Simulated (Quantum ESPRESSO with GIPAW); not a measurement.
# Off-centring in SrTiO3 seen by 47Ti: the anisotropy

In the cubic cell the series varies the shift of Ti along [001] from the centre of its octahedron, all other atoms held. GIPAW with PBEsol and plane-wave PAW files from pslibrary 1.0.0 recipes (Sr spn, Ti spn, O n), cutoffs 60 and 576 Ry, a 6×6×6 mesh in every shielding run (Quantum ESPRESSO with GIPAW, a patched development version), without spin-orbit coupling. The atoms are held where the series puts them. The cells were built for this series from an entry of the Crystallography Open Database, taken as a prototype, and need not be stable phases. σ∥ is along the axis of the site, [001].

One member of the series, SrTiO3 (P4mm) at 0.12 Å, as used in the shielding run:

```xyz
5
Lattice="3.9050 0.0000 0.0000 0.0000 3.9050 0.0000 0.0000 0.0000 3.9050" Properties=species:S:1:pos:R:3 pbc="T T T"
Sr    1.9525    1.9525    1.9525
Ti    0.0000    0.0000    0.1200
O     0.0000    0.0000    1.9525
O     0.0000    1.9525    0.0000
O     1.9525    0.0000    0.0000
```

| shift d (Å) | d² (Å²) | σ∥ − σ⊥ of Ti (ppm) |
| --- | --- | --- |
| 0 | 0.0000 | 0.00 |
| 0.03 | 0.0009 | 4.67 |
| 0.06 | 0.0036 | 17.39 |
| 0.09 | 0.0081 | ? |
| 0.12 | 0.0144 | 55.00 |
| 0.15 | 0.0225 | 76.43 |
| 0.18 | 0.0324 | 99.09 |
| 0.21 | 0.0441 | 122.68 |
| 0.24 | 0.0576 | 146.71 |

**Task.** Fit σ∥ − σ⊥ of Ti against x, the square of the shift in Å²; judge whether a straight line is enough, and predict the withheld row (x = 0.0081 Å²).

1. The 8 known rows give Σx = 0.1755, Σy = 521.97, Σx² = 0.00703971 and Σxy = 19.649682.

2. Slope b = (nΣxy − ΣxΣy)/(nΣx² − (Σx)²) = 2570.5 and intercept a = (Σy − bΣx)/n = 8.85662 ppm.

3. Residuals y − a − bx, in the order of the table: -8.86, -6.50, -0.72, +9.13, +9.74, +6.95, +0.47, -10.21 ppm; r.m.s. 7.5 ppm, R² = 0.979. They bend, and a quadratic term takes most of them away: y = 2.2548440 + 3768.367 x − 22361.31 x², r.m.s. 2.0 ppm.

4. At x = 0.0081 Å², inside the fitted range, the line gives 29.68 ppm and the parabola 31.31 ppm.

5. The run gives 34.94 ppm. The line misses by -5.26 ppm, the parabola by -3.63 ppm; that is within twice the r.m.s. of the parabola. Verdict: the parabola fits better, but on this row the two forms can't be told apart.

Between neighbouring rows of the full table the slope is +52 ppm for 0.01 Å² of d² at the low end and +18 at the high end. The cubic cell has a mirror across the shift, so a quantity of the moved atom, or a mean over an element, is even in d: hence the fit against d². At x = 0 the site is cubic and the anisotropy vanishes, which a free intercept need not respect. The tensors are without the macroscopic shape term.

[Logs are printed without paths, hosts, clocks, repeated set-up lines and the standing remarks that a program may print on its own settings, such as how far it seeks lower states.]

[Hosts, paths, dates, database ids (printed as entryN), source tags and the programs' standing remarks are cut or masked in the printed files.]
